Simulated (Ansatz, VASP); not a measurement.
# Two plane-wave programs on C

```
C
1.0
     1.21190    0.69969    3.30481
    -1.21190    0.69969    3.30481
     0.00000   -1.39938    3.30481
C
2
Direct
  0.16471 0.16471 0.16471
  0.83529 0.83529 0.83529
```

Change from the starting cell: mode 4 frozen in at -0.019 Å, equal normal strain along x, y and z -0.0167.

Alike in both runs: task single point; functional PBE; dispersion D3(BJ); k mesh 15 × 15 × 15; occupations gaussian, width 0.05 eV; no spin polarisation.

```csv
,VASP,Ansatz
version,VASP 6.6.1,Ansatz 0.2.0
potentials or method,"VASP PAW PBE potentials, release 64 (C)","scalar-relativistic, plane waves, PAW"
plane-wave cutoff (eV),520,520
valence electrons in the cell,8,8
```

Ansatz gave:

* gap on the k mesh at the Fermi level (eV): 0.77
* least direct gap on the mesh (eV): 0.77
* pressure (GPa): 16.4
* largest component of the traceless stress (GPa): 16.08
* rms of the force components (eV/Å): 0.353

Estimate VASP's values.

gap on the k mesh at the Fermi level (eV): 0.77; least direct gap on the mesh (eV): 0.77; pressure (GPa): 16.8; largest component of the traceless stress (GPa): 16.66; rms of the force components (eV/Å): 0.352.

Atom by atom the forces differ by 0.001 eV/Å (rms over components).

Caveats: so large a pressure means that the cell lies far from this level's equilibrium, or that cutoff or potentials fall short (VASP); an odd mesh through Γ misses points on the zone boundary, where band edges often lie.
